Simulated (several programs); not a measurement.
# Many methods on one cell: ZrS2 (P-3m1)

Measured values to be reproduced:
- band gap: 1.68 eV (fundamental indirect gap, quoted from earlier experiment; “Stress-Tuned Optical Transitions in Layered 1T-MX2 (M= Hf, Zr, Sn; X= S, Se) Crystals”; Literature value; other experiments cited in the same table give 1.70 and 1.78 eV.; 2022; arxiv:2210.12074)
- volume: 22.55 Å³ an atom (from the lattice constants; a; “High temperature equilibrium of 3D and 2D chalcogenide perovskites”; Literature value quoted for comparison; measurement temperature not given; 2022; arxiv:2212.01429)

ZrS2 (P-3m1) from a database structure, relaxed with r2SCAN+rVV10 in Ansatz, was computed with several methods. The symmetry is P-3m1 (No. 164, trigonal); conventional cell a = 3.674 Å, c = 5.857 Å, 22.83 Å³ an atom. Zr is surrounded by 6 S at 2.57 Å; S is surrounded by 3 Zr at 2.57 Å. (Simulation; spin polarisation is off.)

```
CELL_PARAMETERS angstrom
3.67436 0.00000 0.00000
-1.83718 3.18209 0.00000
0.00000 0.00000 5.85714
ATOMIC_POSITIONS crystal
Zr 0.00000 0.00000 0.00000
S 0.66667 0.33333 0.75376
S 0.33333 0.66667 0.24624
```

Gaps and times are for a single point on this cell; volume and bulk modulus come from each method's own relaxation or energy curve at fixed shape, which is too stiff where a cell has free coordinates or axes. Times are rough, from shared hosts (Arm Neoverse V1; Arm Neoverse V2; Intel Xeon Platinum 8259CL CPU @ 2.50GHz), and each method has its own mesh and cell size. A double dagger marks a value from a curve with shape and coordinates held. A star marks a curve whose lowest point is an end point. PM6 (MOPAC), PM7 (MOPAC), GFN1-xTB (tblite), GFN2-xTB (tblite) treat a cluster of cells at its zone centre, which samples few k points: where these miss a band edge, the gap comes out too large for that reason alone. Gaps from k meshes are read at a limited set of points (mesh, symmetry points, PBE's band edges), so each method's own least gap may be somewhat smaller. xTB and the PM methods were fitted mostly to molecules, and can miss a solid's gap by electronvolts. Minimal bases can be far off for gaps. Times of the plane-wave ladder aren't listed, since it ran on unlike processors and cards. Curves at held shape can't give the bulk modulus of a layered or molecular crystal, so none is listed. GLLB-SC's gap includes the derivative discontinuity. G0W0 is at finite bands, cutoff and mesh. d marks a direct gap, i an indirect one (no mark: not told apart), a dash a value that wasn't computed or didn't pass its checks.

```json
{"method": "PBE-D3(BJ)", "kind": "semilocal", "gap (eV)": "–", "own volume (Å³/atom)": "21.82", "bulk modulus (GPa)": "–", "atoms computed": "3", "processor time": "–"}
{"method": "r2SCAN+rVV10", "kind": "semilocal", "gap (eV)": "–", "own volume (Å³/atom)": "22.83", "bulk modulus (GPa)": "–", "atoms computed": "3", "processor time": "–"}
{"method": "PBE-D4", "kind": "semilocal", "gap (eV)": "–", "own volume (Å³/atom)": "22.36", "bulk modulus (GPa)": "–", "atoms computed": "3", "processor time": "–"}
{"method": "light PBE (260 eV and a coarse mesh)", "kind": "light plane-wave", "gap (eV)": "0.86 i", "own volume (Å³/atom)": "–", "bulk modulus (GPa)": "–", "atoms computed": "3", "processor time": "1 s"}
{"method": "GFN1-xTB (tblite)", "kind": "tight binding", "gap (eV)": "0.70", "own volume (Å³/atom)": "22.49‡", "bulk modulus (GPa)": "–", "atoms computed": "cluster", "processor time": "3.7 s"}
{"method": "LDA", "kind": "semilocal", "gap (eV)": "0.76 i", "own volume (Å³/atom)": "–", "bulk modulus (GPa)": "–", "atoms computed": "3", "processor time": "–"}
{"method": "PBE", "kind": "semilocal", "gap (eV)": "0.88 i", "own volume (Å³/atom)": "–", "bulk modulus (GPa)": "–", "atoms computed": "3", "processor time": "–"}
{"method": "GFN2-xTB (tblite)", "kind": "tight binding", "gap (eV)": "0.67", "own volume (Å³/atom)": "25.34*‡", "bulk modulus (GPa)": "–", "atoms computed": "cluster", "processor time": "5.5 s"}
{"method": "PBE/SZV (CP2K)", "kind": "small basis", "gap (eV)": "0.53 i", "own volume (Å³/atom)": "21.09‡", "bulk modulus (GPa)": "–", "atoms computed": "3", "processor time": "10 s"}
{"method": "r2SCAN", "kind": "semilocal", "gap (eV)": "1.18 i", "own volume (Å³/atom)": "–", "bulk modulus (GPa)": "–", "atoms computed": "3", "processor time": "–"}
{"method": "PBE/DZVP (CP2K)", "kind": "small basis", "gap (eV)": "0.84 i", "own volume (Å³/atom)": "22.95‡", "bulk modulus (GPa)": "–", "atoms computed": "3", "processor time": "26 s"}
{"method": "GLLB-SC (GPAW)", "kind": "model potential", "gap (eV)": "1.97", "own volume (Å³/atom)": "–", "bulk modulus (GPa)": "–", "atoms computed": "3", "processor time": "36 s"}
{"method": "PBE/single zeta (GPAW)", "kind": "small basis", "gap (eV)": "0.81 i", "own volume (Å³/atom)": "–", "bulk modulus (GPa)": "–", "atoms computed": "3", "processor time": "38 s"}
{"method": "PBE+SOC", "kind": "semilocal", "gap (eV)": "0.87 i", "own volume (Å³/atom)": "–", "bulk modulus (GPa)": "–", "atoms computed": "3", "processor time": "–"}
{"method": "PM7 (MOPAC)", "kind": "semi-empirical", "gap (eV)": "5.26", "own volume (Å³/atom)": "–", "bulk modulus (GPa)": "–", "atoms computed": "cluster", "processor time": "44 s"}
{"method": "G0W0@r2SCAN (220 eV screening cutoff)", "kind": "many-body", "gap (eV)": "1.92", "own volume (Å³/atom)": "–", "bulk modulus (GPa)": "–", "atoms computed": "3", "processor time": "–"}
{"method": "G0W0@PBE (300 eV screening cutoff)", "kind": "many-body", "gap (eV)": "1.80", "own volume (Å³/atom)": "–", "bulk modulus (GPa)": "–", "atoms computed": "3", "processor time": "–"}
{"method": "G0W0@PBE0 (220 eV screening cutoff)", "kind": "many-body", "gap (eV)": "2.29", "own volume (Å³/atom)": "–", "bulk modulus (GPa)": "–", "atoms computed": "3", "processor time": "–"}
{"method": "LC-ωPBE", "kind": "hybrid", "gap (eV)": "6.34 i", "own volume (Å³/atom)": "–", "bulk modulus (GPa)": "–", "atoms computed": "3", "processor time": "–"}
{"method": "G0W0@HSE06 (220 eV screening cutoff)", "kind": "many-body", "gap (eV)": "2.09", "own volume (Å³/atom)": "–", "bulk modulus (GPa)": "–", "atoms computed": "3", "processor time": "–"}
{"method": "PM6 (MOPAC)", "kind": "semi-empirical", "gap (eV)": "2.73", "own volume (Å³/atom)": "–", "bulk modulus (GPa)": "–", "atoms computed": "cluster", "processor time": "2.3 min"}
{"method": "G0W0@LDA (140 eV screening cutoff)", "kind": "many-body", "gap (eV)": "1.71", "own volume (Å³/atom)": "–", "bulk modulus (GPa)": "–", "atoms computed": "3", "processor time": "–"}
{"method": "PBE0", "kind": "hybrid", "gap (eV)": "2.35 i", "own volume (Å³/atom)": "–", "bulk modulus (GPa)": "–", "atoms computed": "3", "processor time": "–"}
{"method": "HSE06", "kind": "hybrid", "gap (eV)": "1.67 i", "own volume (Å³/atom)": "–", "bulk modulus (GPa)": "–", "atoms computed": "3", "processor time": "–"}
{"method": "Hartree-Fock", "kind": "exact exchange", "gap (eV)": "7.74 i", "own volume (Å³/atom)": "–", "bulk modulus (GPa)": "–", "atoms computed": "3", "processor time": "–"}
{"method": "DDH-PBE0", "kind": "hybrid", "gap (eV)": "1.49 i", "own volume (Å³/atom)": "–", "bulk modulus (GPa)": "–", "atoms computed": "3", "processor time": "–"}
{"method": "HSE06+SOC", "kind": "hybrid", "gap (eV)": "1.66 i", "own volume (Å³/atom)": "–", "bulk modulus (GPa)": "–", "atoms computed": "3", "processor time": "–"}
```

Against HSE06 (1.67 eV) and with closed or daggered gaps left aside, the nearest gap at the points sampled is that of HSE06+SOC (-0.01 eV) and the farthest that of Hartree-Fock (+6.07 eV). HSE06 is only a yardstick of convenience, and nearness to it can be luck.

Comparison with experiment:
- Band gap, measured 1.68 eV: light PBE (260 eV and a coarse mesh) -0.82 eV, GFN1-xTB (tblite) -0.98 eV, LDA -0.92 eV, PBE -0.80 eV, GFN2-xTB (tblite) -1.01 eV, PBE/SZV (CP2K) -1.15 eV, r2SCAN -0.50 eV, PBE/DZVP (CP2K) -0.84 eV, GLLB-SC (GPAW) +0.29 eV, PBE/single zeta (GPAW) -0.87 eV, PBE+SOC -0.81 eV, PM7 (MOPAC) +3.58 eV, G0W0@r2SCAN (220 eV screening cutoff) +0.24 eV, G0W0@PBE (300 eV screening cutoff) +0.12 eV, G0W0@PBE0 (220 eV screening cutoff) +0.61 eV, LC-ωPBE +4.66 eV, G0W0@HSE06 (220 eV screening cutoff) +0.41 eV, PM6 (MOPAC) +1.05 eV, G0W0@LDA (140 eV screening cutoff) +0.03 eV, PBE0 +0.67 eV, HSE06 -0.01 eV, Hartree-Fock +6.06 eV, DDH-PBE0 -0.19 eV, HSE06+SOC -0.02 eV.
- Volume, measured 22.55 Å³ an atom: PBE-D3(BJ) -3.2 %, r2SCAN+rVV10 +1.2 %, PBE-D4 -0.8 %.
The calculations are for a static lattice; samples hold vibrations, temperature and, in optical gaps, excitons. A measured value is shown where most reports agree with it, and only for the quantities listed.

Only the rows marked +SOC include spin-orbit coupling.
